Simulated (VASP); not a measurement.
# Ca (Fm-3m) in VASP: notebook, part 3 of 3

VASP 6.6.1. The steps go on from the part before.

### 5 Band structure, RPBE

This run uses another cell than the first one: it holds 4 atoms, not 1.

The input, Ca.cif:

```cif
data_Ca
_cell_length_a 5.58840000
_cell_length_b 5.58840000
_cell_length_c 5.58840000
_cell_angle_alpha 90.00000000
_cell_angle_beta 90.00000000
_cell_angle_gamma 90.00000000
_space_group_name_H-M_alt 'Fm-3m'
_space_group_name_Hall '-F 4 2 3'
_space_group_IT_number 225
loop_
_space_group_symop_operation_xyz
'x,y,z'
'-x,-y,-z'
'-y,x,z'
'y,-x,-z'
'-x,-y,z'
'x,y,-z'
'y,-x,z'
'-y,x,-z'
'x,-y,-z'
'-x,y,z'
'-y,-x,-z'
'y,x,z'
'-x,y,-z'
'x,-y,z'
'y,x,-z'
'-y,-x,z'
'z,x,y'
'-z,-x,-y'
'z,-y,x'
'-z,y,-x'
'z,-x,-y'
'-z,x,y'
'z,y,-x'
'-z,-y,x'
'-z,x,-y'
'z,-x,y'
'-z,-y,-x'
'z,y,x'
'-z,-x,y'
'z,x,-y'
'-z,y,x'
'z,-y,-x'
'y,z,x'
'-y,-z,-x'
'x,z,-y'
'-x,-z,y'
'-y,z,-x'
'y,-z,x'
'-x,z,y'
'x,-z,-y'
'-y,-z,x'
'y,z,-x'
'-x,-z,-y'
'x,z,y'
'y,-z,-x'
'-y,z,x'
'x,-z,y'
'-x,z,-y'
'x,y+1/2,z+1/2'
'-x,-y+1/2,-z+1/2'
'-y,x+1/2,z+1/2'
[... 62 lines left out ...]
'-z+1/2,-x,-y+1/2'
'z+1/2,-y,x+1/2'
'-z+1/2,y,-x+1/2'
'z+1/2,-x,-y+1/2'
'-z+1/2,x,y+1/2'
'z+1/2,y,-x+1/2'
'-z+1/2,-y,x+1/2'
'-z+1/2,x,-y+1/2'
'z+1/2,-x,y+1/2'
'-z+1/2,-y,-x+1/2'
'z+1/2,y,x+1/2'
'-z+1/2,-x,y+1/2'
'z+1/2,x,-y+1/2'
'-z+1/2,y,x+1/2'
'z+1/2,-y,-x+1/2'
'y+1/2,z,x+1/2'
'-y+1/2,-z,-x+1/2'
'x+1/2,z,-y+1/2'
'-x+1/2,-z,y+1/2'
'-y+1/2,z,-x+1/2'
'y+1/2,-z,x+1/2'
'-x+1/2,z,y+1/2'
'x+1/2,-z,-y+1/2'
'-y+1/2,-z,x+1/2'
'y+1/2,z,-x+1/2'
'-x+1/2,-z,-y+1/2'
'x+1/2,z,y+1/2'
'y+1/2,-z,-x+1/2'
'-y+1/2,z,x+1/2'
'x+1/2,-z,y+1/2'
'-x+1/2,z,-y+1/2'
'x+1/2,y+1/2,z'
'-x+1/2,-y+1/2,-z'
'-y+1/2,x+1/2,z'
'y+1/2,-x+1/2,-z'
'-x+1/2,-y+1/2,z'
'x+1/2,y+1/2,-z'
'y+1/2,-x+1/2,z'
'-y+1/2,x+1/2,-z'
'x+1/2,-y+1/2,-z'
'-x+1/2,y+1/2,z'
'-y+1/2,-x+1/2,-z'
'y+1/2,x+1/2,z'
'-x+1/2,y+1/2,-z'
'x+1/2,-y+1/2,z'
'y+1/2,x+1/2,-z'
'-y+1/2,-x+1/2,z'
'z+1/2,x+1/2,y'
'-z+1/2,-x+1/2,-y'
'z+1/2,-y+1/2,x'
'-z+1/2,y+1/2,-x'
'z+1/2,-x+1/2,-y'
'-z+1/2,x+1/2,y'
'z+1/2,y+1/2,-x'
'-z+1/2,-y+1/2,x'
'-z+1/2,x+1/2,-y'
'z+1/2,-x+1/2,y'
'-z+1/2,-y+1/2,-x'
'z+1/2,y+1/2,x'
'-z+1/2,-x+1/2,y'
'z+1/2,x+1/2,-y'
'-z+1/2,y+1/2,x'
'z+1/2,-y+1/2,-x'
'y+1/2,z+1/2,x'
'-y+1/2,-z+1/2,-x'
'x+1/2,z+1/2,-y'
'-x+1/2,-z+1/2,y'
'-y+1/2,z+1/2,-x'
'y+1/2,-z+1/2,x'
'-x+1/2,z+1/2,y'
'x+1/2,-z+1/2,-y'
'-y+1/2,-z+1/2,x'
'y+1/2,z+1/2,-x'
'-x+1/2,-z+1/2,-y'
'x+1/2,z+1/2,y'
'y+1/2,-z+1/2,-x'
'-y+1/2,z+1/2,x'
'x+1/2,-z+1/2,y'
'-x+1/2,z+1/2,-y'
loop_
_atom_site_label
_atom_site_type_symbol
_atom_site_symmetry_multiplicity
_atom_site_Wyckoff_symbol
_atom_site_fract_x
_atom_site_fract_y
_atom_site_fract_z
_atom_site_occupancy
Ca1 Ca 4 a 0.0000000000 0.0000000000 0.0000000000 1
```

The input, POSCAR:

```
Ca
 1.0000000000000000
     5.5884000000000000    0.0000000000000000    0.0000000000000000
     0.0000000000000000    5.5884000000000000    0.0000000000000000
     0.0000000000000000    0.0000000000000000    5.5884000000000000
 Ca 
   4
Cartesian
  0.0000000000000000  0.0000000000000000  0.0000000000000000
  0.0000000000000000  2.7942000000000000  2.7942000000000000
  2.7942000000000000  0.0000000000000000  2.7942000000000000
  2.7942000000000000  2.7942000000000000  0.0000000000000000
```

The input, INCAR.step1:

```
SYSTEM = Ca
PREC = Accurate
ENCUT = 520
EDIFF = 1E-6
ISMEAR = 0
SIGMA = 0.1
LREAL = .FALSE.
LASPH = .TRUE.
NELM = 100
ALGO = Normal
ISIF = 2
LWAVE = .FALSE.
LCHARG = .TRUE.
GGA = RP
NBANDS = 28
```

The input, KPOINTS.step1:

```
Automatic mesh
0
G
  5 5 5
  0 0 0
```

The input, INCAR.step2:

```
SYSTEM = Ca
PREC = Accurate
ENCUT = 520
EDIFF = 1E-6
ISMEAR = 0
SIGMA = 0.05
LREAL = .FALSE.
LASPH = .TRUE.
NELM = 100
ALGO = Normal
ISIF = 2
LWAVE = .FALSE.
LCHARG = .FALSE.
GGA = RP
NBANDS = 28
ICHARG = 11
```

The input, KPOINTS.step2:

```
path GXMGRX,MR
20
line-mode
reciprocal
 0.0000000000  0.0000000000  0.0000000000  G
 0.0000000000  0.5000000000  0.0000000000  X

 0.0000000000  0.5000000000  0.0000000000  X
 0.5000000000  0.5000000000  0.0000000000  M

 0.5000000000  0.5000000000  0.0000000000  M
 0.0000000000  0.0000000000  0.0000000000  G

 0.0000000000  0.0000000000  0.0000000000  G
 0.5000000000  0.5000000000  0.5000000000  R

 0.5000000000  0.5000000000  0.5000000000  R
 0.0000000000  0.5000000000  0.0000000000  X

 0.5000000000  0.5000000000  0.0000000000  M
 0.5000000000  0.5000000000  0.5000000000  R
```

Potentials or basis: VASP PAW PBE potentials, release 64 (Ca_sv).

Command:

```
> ase convert -i cif -o vasp Ca.cif POSCAR
> cat potpaw_PBE.64/Ca_sv/POTCAR > POTCAR
> cp INCAR.step1 INCAR
> cp KPOINTS.step1 KPOINTS
> mpirun -np 1 vasp_std > vasp.out
> cp INCAR.step2 INCAR
> cp KPOINTS.step2 KPOINTS
> mpirun -np 1 vasp_std > vasp.out
```

OUTCAR:

```text
SYSTEM = Ca
   PREC = Accurate
   ENCUT = 520
   EDIFF = 1E-6
   ISMEAR = 0
   LREAL = .FALSE.
   LASPH = .TRUE.
   NELM = 100
   ISIF = 2
   GGA = RP
   ICHARG = 11

 ion  position               nearest neighbor table
   1  0.000  0.000  0.000-
   2  0.000  0.500  0.500-
   3  0.500  0.000  0.500-
   4  0.500  0.500  0.000-

  LATTYP: Found a simple cubic cell.
 ALAT       =     5.5884000000

  Lattice vectors:
[... 942 lines left out ...]

  FORCE on cell =-STRESS in cart. coord.  units (eV):
  Direction    XX          YY          ZZ          XY          YZ          ZX
  --------------------------------------------------------------------------------------
  -------------------------------------------------------------------------------------
  Total        0.2698224      0.2698224      0.2698224      0.0000000      0.0000000     -0.0000000
  in kB        2.4770005      2.4770005      2.4770005      0.0000000      0.0000000     -0.0000000
  external PRESSURE =       2.4770005 kB  Pullay stress =       0.0000000 kB

 VOLUME and BASIS-vectors are now :
 -----------------------------------------------------------------------------
  energy-cutoff  :      520.00
  volume of cell :      174.53
      direct lattice vectors                 reciprocal lattice vectors
     5.588400000  0.000000000  0.000000000     0.178942094  0.000000000  0.000000000
     0.000000000  5.588400000  0.000000000     0.000000000  0.178942094  0.000000000
     0.000000000  0.000000000  5.588400000     0.000000000  0.000000000  0.178942094

 POSITION                                       TOTAL-FORCE (eV/Angst)
 -----------------------------------------------------------------------------------
      0.00000      0.00000      0.00000         0.000000     -0.000000     -0.000000
      0.00000      2.79420      2.79420        -0.000000     -0.000000     -0.000000
      2.79420      0.00000      2.79420        -0.000000      0.000000      0.000000
      2.79420      2.79420      0.00000        -0.000000      0.000000     -0.000000
 -----------------------------------------------------------------------------------
    total drift:                                0.000000     -0.000000     -0.000000

  FREE ENERGIE OF THE ION-ELECTRON SYSTEM (eV)
  ---------------------------------------------------
  free  energy   TOTEN  =        -6.9123649744 eV

  energy  without entropy=       -6.9053280816  energy(sigma->0) =       -6.90884653
```

Wall time 5.1 min (1 thread of Intel Xeon Platinum 8488C (Sapphire Rapids), shared host); peak memory 0.53 GiB.

What came out:

* Band gap along the path: none (metal or under the smearing width)

Levels at the corners of the path, in eV from the Fermi level:
```tsv
point	band 16	band 17	band 18	band 19	band 20	band 21	band 22	band 23	band 24	band 25
Γ	-23.10	-3.97	-0.43	-0.43	-0.43	0.61	0.61	0.61	0.88	0.88
X	-23.12	-2.67	-2.67	0.20	0.20	0.68	0.68	0.68	0.68	1.33
X	-23.12	-2.67	-2.67	0.20	0.20	0.68	0.68	0.68	0.68	1.33
M	-23.11	-1.53	-1.53	-1.53	-1.53	0.96	0.96	0.96	0.96	1.43
M	-23.11	-1.53	-1.53	-1.53	-1.53	0.96	0.96	0.96	0.96	1.43
Γ	-23.10	-3.97	-0.43	-0.43	-0.43	0.61	0.61	0.61	0.88	0.88
Γ	-23.10	-3.97	-0.43	-0.43	-0.43	0.61	0.61	0.61	0.88	0.88
R	-23.11	-0.96	-0.96	-0.96	-0.96	-0.23	-0.23	-0.23	-0.23	2.21
R	-23.11	-0.96	-0.96	-0.96	-0.96	-0.23	-0.23	-0.23	-0.23	2.21
X	-23.12	-2.67	-2.67	0.20	0.20	0.68	0.68	0.68	0.68	1.33
M	-23.11	-1.53	-1.53	-1.53	-1.53	0.96	0.96	0.96	0.96	1.43
R	-23.11	-0.96	-0.96	-0.96	-0.96	-0.23	-0.23	-0.23	-0.23	2.21
```

Caveat: the log is that of the step along the path at fixed density, whose energy, stress, charges and moments have no meaning; the PAW data sets were made with another functional, which shifts forces and pressure a little.

### 6 Equation of state, revPBE+dDsC

The input, run.py:

```python
from ase.calculators.vasp import Vasp
from ase.eos import EquationOfState
from ase.io import Trajectory
from ase.io import read
from ase.units import GPa

atoms = read('Ca.xyz')
calc = Vasp(
    directory='calc',
    xc='revpbe',
    pp='PBE',
    setups='recommended',
    prec='Accurate',
    encut=520,
    ediff=1e-06,
    ismear=-1,
    sigma=0.05,
    lreal=False,
    lasph=True,
    nelm=60,
    algo='Fast',
    isif=2,
    lwave=False,
    lcharg=False,
    ivdw=4,
    kpts=[8, 8, 8],
    gamma=True,
)
atoms.calc = calc
cell = atoms.cell.copy()
volumes, energies = [], []
traj = Trajectory('eos.traj', 'w')
for x in [0.94, 0.96, 0.98, 1.0, 1.02, 1.04, 1.06]:
    atoms.set_cell(cell * x ** (1 / 3), scale_atoms=True)
    volumes.append(atoms.get_volume())
    energies.append(atoms.get_potential_energy())
    traj.write(atoms)
    print(f'{x:5.2f} {volumes[-1]:12.5f} {energies[-1]:14.6f}')

v0, e0, B = EquationOfState(volumes, energies, eos='birchmurnaghan').fit()
print(f'V0 = {v0:.4f} A^3, E0 = {e0:.6f} eV, B = {B / GPa:.2f} GPa')
```

The input, Ca.xyz:

```xyz
1
Lattice="0.0000000000 2.7942000000 2.7942000000 2.7942000000 0.0000000000 2.7942000000 2.7942000000 2.7942000000 0.0000000000" Properties=species:S:1:pos:R:3 pbc="T T T"
Ca     0.0000000000      0.0000000000      0.0000000000
```

Potentials or basis: VASP PAW PBE potentials, release 64 (Ca_sv).

Command:

```
> python run.py
```

It took 1.8 min on 1 thread of Intel Xeon Platinum 8488C (Sapphire Rapids), shared host; peak memory 0.16 GiB.

Results (log left out):

| Quantity | Value |
| --- | --- |
| Equilibrium volume | 41.76 Å³/atom |
| Bulk modulus | 16.3 GPa |
| Pressure derivative of the bulk modulus | 3.1 (rough: it moves with the points fitted) |

Energy against volume, from the lowest point:
```csv
volume (Å³/atom),energy (meV/atom)
41.014,0.71
41.886,0.00
42.759,1.18
43.632,4.07
44.504,8.40
45.377,14.20
46.250,21.36
```

Caveat: the PAW data sets were made with another functional, which shifts forces and pressure a little.

### 7 For comparison

An earlier run on the cell as given: functional PBE; potentials or basis VASP PAW PBE potentials, release 64 (Ca_sv); cutoff 520 eV; k mesh 8 × 8 × 8; occupations fermi-dirac, width 0.05 eV; no spin polarisation.

* Pressure: -0.5 GPa
* Band gap on the k mesh: none (metal or under the smearing width)

### 8 The runs side by side

| task | level | potentials or basis | cell | k mesh | smearing | grid for exact exchange (PRECFOCK) | exchange at q = 0 | mesh quality | gap on the mesh (eV) | pressure (GPa) |
| --- | --- | --- | --- | --- | --- | --- | --- | --- | --- | --- |
| density of states | r2SCAN | VASP PAW PBE potentials, release 54 (Ca_sv) | as given | 8 × 8 × 8 | tetrahedron | - | - | not flagged | none | -0.3 |
| density of states | SCAN0+rVV10 | VASP PAW PBE potentials, release 64 (Ca_sv) | volume scaled by 0.96 | 4 × 4 × 4 | tetrahedron | Normal | default | coarse | none | 0.0 |
| band structure | RPBE | VASP PAW PBE potentials, release 64 (Ca_sv) | as given | 5 × 5 × 5 | gaussian 0.1 eV | - | - | not flagged | - | - |
| equation of state | revPBE+dDsC | VASP PAW PBE potentials, release 64 (Ca_sv) | as given | 8 × 8 × 8 | fermi-dirac 0.05 eV | - | - | not flagged | - | - |
| single point | PBE | VASP PAW PBE potentials, release 64 (Ca_sv) | as given | 8 × 8 × 8 | fermi-dirac 0.05 eV | - | - | not flagged | none | -0.5 |

Alike in all rows: no spin polarisation; cutoff (eV) 520.

Caveats: some runs use coarse meshes; the PAW data sets were made with another functional, which shifts forces and pressure a little (some runs); pairwise dispersion overbinds metals, which lowers pressure and volume (some runs).

Absolute energies hang on the potentials; compare differences alone.
